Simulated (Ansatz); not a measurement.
**NaH: a relaxation**

The task is a relaxation on NaH. The structure is shown as the input types it.

Program: Ansatz 0.2.0. Level of theory: DFT, PBEsol, PAW with Ansatz's default frozen-core files, scalar-relativistic; relaxation of cell and atoms. These are calculated values, not measurements.

## (1) The structure to begin with

It takes space group Fm-3m (No. 225, cubic). The conventional cell has a = 4.880 Å, b = 4.880 Å, c = 4.880 Å, α = 90.00°, β = 90.00°, γ = 90.00°. Around Na (site symmetry m-3m) lie 6 H at 2.44 Å. H (site symmetry m-3m) is surrounded by 6 Na at 2.44 Å.

As a file:

```
Na H
1.0
     0.00000    2.44000    2.44000
     2.44000    0.00000    2.44000
     2.44000    2.44000    0.00000
Na H
1 1
Cartesian
  0.0000 0.0000 0.0000
  2.4400 2.4400 2.4400
```

## (2) The run

The input, input.yaml:

```yaml
crystal:
  lattice:
    - [0.0, 2.44, 2.44]
    - [2.44, 0.0, 2.44]
    - [2.44, 2.44, 0.0]
  atoms:
    - { symbol: Na, position: [0.0, 0.0, 0.0] }
    - { symbol: H, position: [0.5, 0.5, 0.5] }
kpoints:
  mp_grid: { grid: [8, 8, 8] }
scf:
  occupations: { method: fixed }
  max_iter: 100
hamiltonian:
  xc: pbesol
  pseudopotentials: { kind: paw }
relax:
  f_tol: 0.002
  max_steps: 80
  cell: {}
output:
  forces: true
  stress: true
basis:
  ecutwfc: "50 eV"
```

Command:

```sh
> ansatz run input.yaml --threads 1 --pin off --max-ram 3072MiB --backend cpu --events-out ev --progress --plain --runs-dir out
```

**Question.** How will this run end, and is anything wrong with its input?

The SCF settled after 9 cycles, but the program rejected the state: the PAW expansion on Na puts 3.81 electrons into one spin orbital, where Pauli's rule allows one and the program refuses over 2. Such a state lies outside what the potentials can describe, so there is no result.

Look at the input: basis.ecutwfc is 50 eV. With so few plane waves the basis is incomplete by a wide margin. The potentials' recommended cutoff is 420 eV.

Remedy: delete basis.ecutwfc (the default then holds).
